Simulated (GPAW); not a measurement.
# MnS (P1) in GPAW: single point with PBE

Aim: the single point of MnS with PBE.

All numbers are computed with GPAW 26.7.0; they aren't measurements. Logs are shortened: lines on timing, memory, paths and dates and some standing lists are left out, and cuts for length are marked. The log counts tension as positive stress, the text compression.

### Step 1. The cell of the first run

The typed cell holds 2 atoms: a = 3.646 Å, b = 3.646 Å, c = 3.646 Å, α = 60.26°, β = 60.26°, γ = 60.26°.

The cell is a database's computed one.

### Step 2. Single point, PBE, collinear spin, ferromagnetic start (atoms moved at random, drawn with an rms of 0.05 Å)

run.py

```python
from ase.dft.bandgap import bandgap
from ase.io import read, write
from ase.units import GPa
from gpaw import GPAW, PW

atoms = read('MnS.xyz')
atoms.set_initial_magnetic_moments([4.0, 0.0])

calc = GPAW(mode=PW(600),
            xc='PBE',
            kpts={'size': (9, 9, 9), 'gamma': True},
            occupations={'name': 'fermi-dirac', 'width': 0.05},
            nbands=21,
            convergence={'density': 1e-05, 'energy': 1e-05},
            maxiter=150,
            txt='gpaw.txt')
atoms.calc = calc
energy = atoms.get_potential_energy()
forces = atoms.get_forces()
stress = atoms.get_stress()
calc.write('gs.gpw')
write('result.traj', atoms)
print(f'Energy: {energy:.6f} eV')
print('Forces (eV/A):')
print(forces.round(4))
print('Stress (GPa):', (stress / GPa).round(3))
print('Moments:', calc.get_magnetic_moments().round(3))
print('Fermi level:', round(calc.get_fermi_level(), 4), 'eV')
print(f'Gap: {bandgap(calc)[0]:.4f} eV, direct: {bandgap(calc, direct=True)[0]:.4f} eV')
```

MnS.xyz

```xyz
2
Lattice="1.8299960138 1.0565486912 2.9709202777 -1.8299960138 1.0565486912 2.9709202777 0.0000000000 -2.1130973823 2.9709202777" Properties=species:S:1:pos:R:3 pbc="T T T"
Mn    -0.0160271051     -0.0031400627      0.0473921203
S      0.0330478980      0.0089352323      4.4196509292
```

Potentials or basis: GPAW PAW data sets (gpaw-data 1.2.1), pw.

Launch:

```sh
OMP_NUM_THREADS=1 python run.py
```

gpaw.txt:

```text
__  _  _
 | _ |_)|_||  |
 |__||  | ||/\| - 26.7.0

Input parameters:
  mode=PW(ecut=600.0),
  convergence={'density': 1e-05, 'energy': 1e-05},
  kpts=MonkhorstPack(size=(9, 9, 9), gamma=True),
  maxiter=150,
  nbands=21,
  occupations=Occupations(name='fermi-dirac', width=0.05),
  xc=XC(name='PBE')

Diagonalizing LCAO Hamiltonian
Converting LCAO to pw mode

       S

       Mn

Atoms  # Å, Bohr magnetons
|   | symbol |         x |         y |        z |    initial magnetic moments |
|---|--------|-----------|-----------|----------|-----------------------------|
| 0 |     Mn | -0.016027 | -0.003140 | 0.047392 | ( 0.0000,  0.0000,  4.0000) |
| 1 |      S |  0.033048 |  0.008935 | 4.419651 | ( 0.0000,  0.0000,  0.0000) |

Unit cell  # Å
| periodic |         x |         y |        z |  lengths |    angles |
|----------|-----------|-----------|----------|----------|-----------|
|      yes |  1.829996 |  1.056549 | 2.970920 | 3.645758 | 60.258482 |
|      yes | -1.829996 |  1.056549 | 2.970920 | 3.645758 | 60.258482 |
|      yes |  0.000000 | -2.113097 | 2.970920 | 3.645758 | 60.258482 |

Number of symmetries: 1
Symmetry operations  # r_c * U_cc + t_c -> r_c
|   | kind |            matrix            |
|---|------|------------------------------|
| 0 |  E   |  1, 0, 0,  0, 1, 0,  0, 0, 1 |

BZ-sampling:
  Number of BZ points: 729
  Number of IBZ points: 365

  Monkhorst-Pack size: [9, 9, 9]
  Monkhorst-Pack shift: [0, 0, 0]

K-points  # in reciprocal-cell coordinates
|     |                                coordinates |     weight |
|-----|--------------------------------------------|------------|
|   0 | (  0.00000000,   0.00000000,   0.00000000) | 0.00137174 |
|   1 | (  0.00000000,   0.00000000,   0.11111111) | 0.00274348 |
|   2 | (  0.00000000,   0.00000000,   0.22222222) | 0.00274348 |
|   3 | (  0.00000000,   0.00000000,   0.33333333) | 0.00274348 |
|   4 | (  0.00000000,   0.00000000,   0.44444444) | 0.00274348 |
|   5 | (  0.00000000,   0.11111111,  -0.44444444) | 0.00274348 |
|   6 | (  0.00000000,   0.11111111,  -0.33333333) | 0.00274348 |
|   7 | (  0.00000000,   0.11111111,  -0.22222222) | 0.00274348 |
|   8 | (  0.00000000,   0.11111111,  -0.11111111) | 0.00274348 |
|   9 | (  0.00000000,   0.11111111,   0.00000000) | 0.00274348 |
| ... |                                            |            |
| 364 | (  0.44444444,   0.44444444,   0.44444444) | 0.00274348 |

Plane wave coefficients: 1173
Cutoff: 600.0 eV

Spin-components: 2 (collinear spins)
Bands:           21
Projectors:      11
Spin-degeneracy: 1
Datatype:        complex128

Density:
  Valence electrons: 21.0
  Components: 2
  Grid points: [21 21 21]
  Charge: 0.0  # |e|

Potential:
  Grid points: [21 21 21]

species:
  Mn:
    name:    Manganese
    Z:       25.0
    valence: 15
    core:    10
    charge:  0.0  # [|e|]
    compensation charges:
      type: gauss
      rc: 0.38  # [Å]
      lmax: 2
    cutoffs:
      filter: 2.14  # [Å]
      core: 0.86  # [Å]
    projectors
    | kind |    occ | energy [eV] | rcut [Å] |
    |------|--------|-------------|----------|
    |   3s |  2.000 |     -85.859 |    1.275 |
    |   4s |  2.000 |      -5.106 |    1.275 |
    |   3p |  6.000 |     -54.597 |    1.281 |
    |   4p |  0.000 |      -1.371 |    1.281 |
    |   3d |  5.000 |      -6.771 |    1.138 |
    |    d |        |      20.441 |    1.138 |

    Using partial waves for Mn as LCAO basis

  S:
    name:    Sulfur
    Z:       16.0
    valence: 6
    core:    10
    charge:  0.0  # [|e|]
    compensation charges:
      type: gauss
      rc: 0.24  # [Å]
      lmax: 2
    cutoffs:
      filter: 1.77  # [Å]
      core: 1.66  # [Å]
    projectors
    | kind |    occ | energy [eV] | rcut [Å] |
    |------|--------|-------------|----------|
    |   3s |  2.000 |     -17.254 |    0.974 |
    |   3p |  4.000 |      -7.008 |    0.979 |
    |    s |        |       9.957 |    0.974 |
    |    p |        |      20.203 |    0.979 |
    |    d |        |       0.000 |    0.900 |

    Using partial waves for S as LCAO basis

Reference energy: -42371.707970  # eV

eigensolver:
  PPCG
  Converge bands: occupied
  niter=2

density mixing:
  MSR1-Mixer
  Pratt-step length: 0.05
  Maximum mixing coefficient: 0.75
  Old densities: 10
  SVD Regularization: 0.005
  Good broyden scale: 1.0
  Trust region scale: 1.0
  Backstep threshold: 4.0
  History deletion threshold: 6.0
  Fourier metric: weight=20.0, sigma=0.015

occupation numbers:
  Fermi-Dirac:
    width: 0.0500  # eV

poisson solver:
  ecut: 4800.0  # eV

xc functional:
[... 7 lines left out ...]

SCF iterations
|iter     | |      energy | eigst |  dens |  magmom |
|---------|-|-------------|-------|-------|---------|
|iter:   1| |  -14.631649 | +0.05 |       |  +4.0039|
|iter:   2| |  -14.624647 | -2.02 | -1.16 |  +4.0268|
|iter:   3| |  -14.657768 | -2.40 | -1.19 |  +4.3597|
|iter:   4| |  -14.663585 | -2.62 | -1.65 |  +4.4540|
|iter:   5| |  -14.650852 | -3.19 | -1.77 |  +4.5080|
|iter:   6| |  -14.654186 | -3.82 | -2.17 |  +4.6176|
|iter:   7| |  -14.654251 | -5.80 | -2.84 |  +4.6247|
|iter:   8| |  -14.654269c| -6.03 | -3.27 |  +4.6325|
|iter:   9| |  -14.654269c| -7.79c| -4.42 |  +4.6324|
|iter:  10| |  -14.654269c| -7.86c| -4.80 |  +4.6323|
|iter:  11| |  -14.654269c| -8.61c| -5.45c|  +4.6323|

Converged in 11 steps
Energy contributions relative to reference atoms: (reference = -42371.707970)

Energy contributions:
  Kinetic:          15.793024
  Coulomb:         -13.308186
  Zero:              0.209927
  External:          0.000000
  Xc:              -17.345135
  Entropy:          -0.007798
  Spinorbit:         0.000000
  ----------------------------
  Free energy:     -14.658167
  Extrapolated:    -14.654269

dipole moment: (-0.089625, -0.015898, -19.326796)  # |e|*Ang

Total magnetic moment: (0.000000, 0.000000, 4.632318)

Local magnetic moments
|        x |        y |        z |
|----------|----------|----------|
| 0.000000 | 0.000000 | 4.104777 |  # Mn   0
| 0.000000 | 0.000000 | 0.102341 |  # S    1

Fermi level: 7.376
Eigenvalues  # (at kpt = [0.000, 0.000, 0.000])
| band index |      eig [eV] | occ [0-1] |      eig [eV] | occ [0-1] |
|------------|---------------|-----------|---------------|-----------|
|          0 |       -74.450 |     1.000 |       -69.876 |     1.000 |
|        ... |               |           |               |           |
|          3 |       -43.243 |     1.000 |       -38.769 |     1.000 |
|          4 |        -7.460 |     1.000 |        -7.169 |     1.000 |
|          5 |         3.927 |     1.000 |         5.483 |     1.000 |
|          6 |         3.936 |     1.000 |         5.528 |     1.000 |
|          7 |         3.975 |     1.000 |         5.578 |     1.000 |
|          8 |         3.987 |     1.000 |         7.584 |     0.016 |
|          9 |         4.081 |     1.000 |         7.609 |     0.009 |
|         10 |         5.442 |     1.000 |         7.669 |     0.003 |
|         11 |         5.465 |     1.000 |         7.684 |     0.002 |
|         12 |         5.523 |     1.000 |         7.751 |     0.001 |
|         13 |         9.170 |     0.000 |        10.208 |     0.000 |
|         14 |        15.881 |     0.000 |        16.915 |     0.000 |
|         15 |        15.904 |     0.000 |        16.972 |     0.000 |
|         16 |        15.930 |     0.000 |        16.995 |     0.000 |
|         17 |        17.995 |     0.000 |        18.253 |     0.000 |
|        ... |               |           |               |           |
|         20 |        19.704 |     0.000 |        21.416 |     0.000 |

No gap
No difference between direct/indirect transitions

Forces  # eV/Ang
|        x |        y |        z |
|----------|----------|----------|
|  0.15619 |  0.04190 | -0.25681 |  # Mn   0
| -0.15619 | -0.04190 |  0.25681 |  # S    1

Stress tensor  # eV/Ang^3
|         x |         y |        z |
|-----------|-----------|----------|
|  0.008101 | -0.001808 | 0.002288 |
| -0.001808 |  0.009426 | 0.000970 |
|  0.002288 |  0.000970 | 0.006441 |

# Writing to gs.gpw (mode='')
```

Run time: 6.7 min. Hardware: 1 thread of Arm Neoverse V1, shared host; peak memory 0.54 GiB.

What came out:

```yaml
Free_energy: -14.6582 eV
Pressure: -1.3 GPa
Largest_force: 0.303 eV/Å
Band_gap_on_the_k_mesh: none (metal or under the smearing width)
Net_moment: 4.63 μB per cell
Site_moments: Mn +4.10; S +0.10 μB
```

Forces in eV/Å, atoms in the order of the input:
```
Mn   0.156  0.042 -0.257
S   -0.156 -0.042  0.257
```

Stress tensor (GPa, compression positive):
```
-1.30  0.29 -0.37
 0.29 -1.51 -0.16
-0.37 -0.16 -1.03
```

Levels at points of the mesh, in eV from the Fermi level:
Spin up:
```csv
k point,band 9,band 10,band 11,band 12,band 13,band 14,band 15,band 16,band 17
"(0.00, 0.00, 0.00)",-3.39,-3.30,-1.93,-1.91,-1.85,1.79,8.50,8.53,8.55
```
Spin down:
| k point | band 6 | band 7 | band 8 | band 9 | band 10 | band 11 |
| --- | --- | --- | --- | --- | --- | --- |
| (0.00, 0.00, 0.00) | -1.89 | -1.85 | -1.80 | 0.21 | 0.23 | 0.29 |

Caveat: a cell with one magnetic atom can't hold antiferromagnetic order, which such compounds often take; semilocal functionals often make such compounds metallic where correlation or magnetic order opens a gap, which also shifts bond lengths.
